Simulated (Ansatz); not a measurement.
# HC32: the cost of one run

Program: Ansatz 0.2.0. Level of theory: DFT LDA, plane waves, PAW, scalar-relativistic, collinear spin. These are calculated values, not measurements.

## (1) The starting structure

The cell holds 33 atoms (C32H): a = 9.864 Å, b = 9.864 Å, c = 13.000 Å, α = 90.00°, β = 90.00°, γ = 120.00°.

Its coordinates follow in the input file.

## (2) End point A

Input file input.yaml:

```yaml
crystal:
  lattice:
    - [9.864, 0.0, 0.0]
    - [-4.932, 8.542475, 0.0]
    - [0.0, 0.0, 13.0]
  atoms:
    - { symbol: C, position: [0.0, 0.0, 0.0769231] }
    - { symbol: C, position: [0.1666667, 0.0833333, 0.0769231] }
    - { symbol: C, position: [0.0, 0.25, 0.0769231] }
    - { symbol: C, position: [0.1666667, 0.3333333, 0.0769231] }
    - { symbol: C, position: [0.0, 0.5, 0.0769231] }
    - { symbol: C, position: [0.1666667, 0.5833333, 0.0769231] }
    - { symbol: C, position: [0.0, 0.75, 0.0769231] }
    - { symbol: C, position: [0.1666667, 0.8333333, 0.0769231] }
    - { symbol: C, position: [0.25, 0.0, 0.0769231] }
    - { symbol: C, position: [0.4166667, 0.0833333, 0.0769231] }
    - { symbol: C, position: [0.25, 0.25, 0.0769231] }
    - { symbol: C, position: [0.4166667, 0.3333333, 0.0769231] }
    - { symbol: C, position: [0.25, 0.5, 0.0769231] }
    - { symbol: C, position: [0.4166667, 0.5833333, 0.0769231] }
    - { symbol: C, position: [0.25, 0.75, 0.0769231] }
    - { symbol: C, position: [0.4166667, 0.8333333, 0.0769231] }
    - { symbol: C, position: [0.5, 0.0, 0.0769231] }
    - { symbol: C, position: [0.6666667, 0.0833333, 0.0769231] }
    - { symbol: C, position: [0.5, 0.25, 0.0769231] }
    - { symbol: C, position: [0.6666667, 0.3333333, 0.0769231] }
    - { symbol: C, position: [0.5, 0.5, 0.0769231] }
    - { symbol: C, position: [0.6666667, 0.5833333, 0.0769231] }
    - { symbol: C, position: [0.5, 0.75, 0.0769231] }
    - { symbol: C, position: [0.6666667, 0.8333333, 0.0769231] }
    - { symbol: C, position: [0.75, 0.0, 0.0769231] }
    - { symbol: C, position: [0.9166667, 0.0833333, 0.0769231] }
    - { symbol: C, position: [0.75, 0.25, 0.0769231] }
    - { symbol: C, position: [0.9166667, 0.3333333, 0.0769231] }
    - { symbol: C, position: [0.75, 0.5, 0.0769231] }
    - { symbol: C, position: [0.9166667, 0.5833333, 0.0769231] }
    - { symbol: C, position: [0.75, 0.75, 0.0769231] }
    - { symbol: C, position: [0.9166667, 0.8333333, 0.0769231] }
    - { symbol: H, position: [0.2854982, 0.2282604, 0.1523077], spin: 1.0 }
magnetization:
  spin_polarized: true
basis:
  ecutwfc: 420.0
kpoints:
  mp_grid: { grid: [2, 2, 1] }
hamiltonian:
  xc: lda
scf:
  occupations: { method: fermi_dirac, width: 0.02 }
  lower_state_search: "off"
relax:
  f_tol: 0.03
  max_steps: 60
  adjacent_minimum: "off"
```

Started as:

```bash
$ ansatz run input.yaml --threads 4 --pin off --max-ram 10240MiB --backend cpu --events-out ev --progress --plain --runs-dir out
```

What time and memory should one allow on 4 threads of Arm Neoverse V1, shared host?

About 2.4 min, with a peak of 2.5 GiB.
